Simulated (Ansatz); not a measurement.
Runs of Ansatz 0.2.0 on Pd. It takes space group Im-3m (No. 229, cubic). The conventional cell has a = 3.145 Å, b = 3.145 Å, c = 3.145 Å, α = 90.00°, β = 90.00°, γ = 90.00°. Around Pd (site symmetry m-3m) lie 8 Pd at 2.72 Å. This isn't the form of Pd at room conditions, which is fcc.

| task | level | cell | k mesh | cutoff (eV) | points for each segment of the path | atoms under strain | gap on the mesh (eV) | pressure (GPa) | relaxed volume (Å³/atom) |
| --- | --- | --- | --- | --- | --- | --- | --- | --- | --- |
| band structure | revPBE | as given | 12 × 12 × 12 | 420 | 14 | - | none | (b) | - |
| elastic constants | PBEsol | as given | 9 × 9 × 9 | 420 | - | relaxed | none | -10.1 | - |
| relaxation of cell and atoms | BLYP | relaxed | 12 × 12 × 12 | 420 | - | - | none | 0.0 | (a) |
| band structure | PBEsol | as given | 12 × 12 × 12 | 420 | 14 | - | none | -10.0 | - |
| relaxation of cell and atoms | PBEsol | relaxed | 12 × 12 × 12 | 420 | - | - | none | 0.0 | 14.66 |
| band structure | BLYP | as given | 12 × 12 × 12 | 420 | 14 | - | none | 8.7 | - |
| phonons | PBEsol | as given | 9 × 9 × 9 | 420 | - | - | none | - | - |
| band structure | r2SCAN | as given | 12 × 12 × 12 | 500 | 14 | - | none | -5.6 | - |

Alike in all rows: potentials or basis Ansatz PAW; no spin polarisation; smearing fermi-dirac 0.05 eV.

Estimate the missing entries.

(a) 16.46; (b) 2.1.

Caveats: the PAW data sets come from PBE, with cores solved anew for the run's functional, which leaves a small shift of forces and pressure; the plane-wave basis is chosen anew once the cell has moved, so the energies of steps on either side of that aren't comparable (some runs); the cell is more than 3 GPa from zero pressure, which shifts response properties (some runs); the elastic tensor has a negative eigenvalue, so either the cell is unstable as it stands or the mesh is too thin (some runs).

A k mesh can miss the band edges, and the runs leave out spin-orbit coupling on Pd.

A gap of «none» marks a metal or a gap under the smearing width.

Runs at the PBE level aren't shown here.
